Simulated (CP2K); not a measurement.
AlN:

```
Al N
1.0
     3.08863    0.00000    0.00000
     1.54432    2.67483    0.00000
     1.54432    0.89161    2.52186
Al N
1 1
Cartesian
  0.0000 0.0000 0.0000
  1.5443 0.8916 0.6305
```

Measurements of this composition are mostly on another form, of space group No. 186.

Program: CP2K 2026.2. Alike in all runs: task band structure; no spin polarisation; cell as given; k mesh 10 × 10 × 10.

Order these runs on this cell by their band gap on the k mesh, lowest first.
A. level PBE; potentials or basis POTENTIAL_UZH Al GTH-PBE-q3, N GTH-PBE-q5; TZVP-MOLOPT-PBE-GTH basis; smearing fermi-dirac 0.01 eV; NGRIDS 4; points a segment of the path (NPOINTS) 8; bands added on the path 2; CUTOFF of the grids 450 Ry
B. level PBEsol; potentials or basis POTENTIAL_UZH Al GTH-PBE-q3, N GTH-PBE-q5; TZVP-MOLOPT-PBE-GTH basis; smearing fermi-dirac 0.1 eV; NGRIDS 5; points a segment of the path (NPOINTS) 6; bands added on the path 2; CUTOFF of the grids 450 Ry
C. level r2SCAN; potentials or basis POTENTIAL_UZH Al GTH-SCAN-q3, N GTH-SCAN-q5; TZVP-MOLOPT-SCAN-GTH basis; smearing fermi-dirac 0.1 eV; NGRIDS 5; points a segment of the path (NPOINTS) 8; bands added on the path 4; CUTOFF of the grids 675 Ry

B (3.17 eV), A (3.32 eV), C (4.01 eV).

Caveats: the basis of atomic orbitals isn't converged, which shifts pressures, moduli and gaps.

